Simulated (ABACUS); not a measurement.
The system is CdSe (Cadmoselite).

```
Cd Se
1.0
     4.30000    0.00000    0.00000
    -2.15000    3.72391    0.00000
     0.00000    0.00000    7.02000
Cd Se
2 2
Direct
  0.66667 0.33333 0.50000
  0.33333 0.66667 0.00000
  0.66667 0.33333 0.88500
  0.33333 0.66667 0.38500
```

Base run:

* Program: ABACUS 3.10.1
* Functional: SOGGA
* Potentials or basis: GBRV ultrasoft 1.5 PBE
* Cutoff: 544 eV
* Density cutoff: 4354 eV
* Basis: plane waves
* k mesh: 6 × 6 × 3
* Occupations: fermi-dirac, width 0.05 eV
* Spin: no spin polarisation

Its results: band gap on the k mesh 0.56 eV, direct; pressure -0.3 GPa; largest force 0.265 eV/Å.

Q: The run is repeated on the same cell with these changes: functional from SOGGA to PBEsol; potentials or basis from GBRV ultrasoft 1.5 PBE to SG15 ONCV 1.2 PBE; cutoff from 544 eV to 1401 eV; density cutoff from 4354 eV to 5606 eV; valence electrons from 36 to 52. What comes out?

A: Band gap on the k mesh 0.54 eV, direct; pressure 0.5 GPa; largest force 0.273 eV/Å.

Caveats: the potentials were made for another functional, which shifts forces and pressure.

